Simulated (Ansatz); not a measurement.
MnO:

```
CELL_PARAMETERS angstrom
2.97129 -1.71698 0.00000
2.97129 1.71698 0.00000
-1.98463 0.00000 2.81031
ATOMIC_POSITIONS crystal
Mn 0.50020 0.50020 0.50067
O 0.74980 0.74980 0.24934
```

The cell comes from a database or a generator and needn't be the stable form of this composition.

Base run:

- Program: Ansatz 0.2.0
- Functional: PBEsol
- Potentials or basis: Ansatz PAW
- Cutoff: 420 eV (not typed: the program's choice for these potentials)
- k mesh: 7 × 7 × 7
- Occupations: fermi-dirac, width 0.05 eV
- Spin: collinear spin, ferromagnetic start
- Starting moments: [4.0, 0.0] μB

Its results: band gap on the k mesh none (metal or under the smearing width); pressure -8.4 GPa; net moment 4.99 μB per cell; site moments Mn +4.00; O +0.20 μB.

Problem. The run is repeated on the same cell with these changes: functional from PBEsol to revPBE. What comes out?

Solution. Band gap on the k mesh none (metal or under the smearing width); pressure -1.2 GPa; net moment 5.00 μB per cell; site moments Mn +4.03; O +0.20 μB.

revPBE binds less tightly than PBEsol, so the same cell stands under more pressure.

Caveats: a cell with one magnetic atom can't hold antiferromagnetic order, which such compounds often take; semilocal functionals often make such compounds metallic where correlation or magnetic order opens a gap, which also shifts bond lengths; the PAW data sets come from PBE, with cores solved anew for the run's functional, which leaves a small shift of forces and pressure.
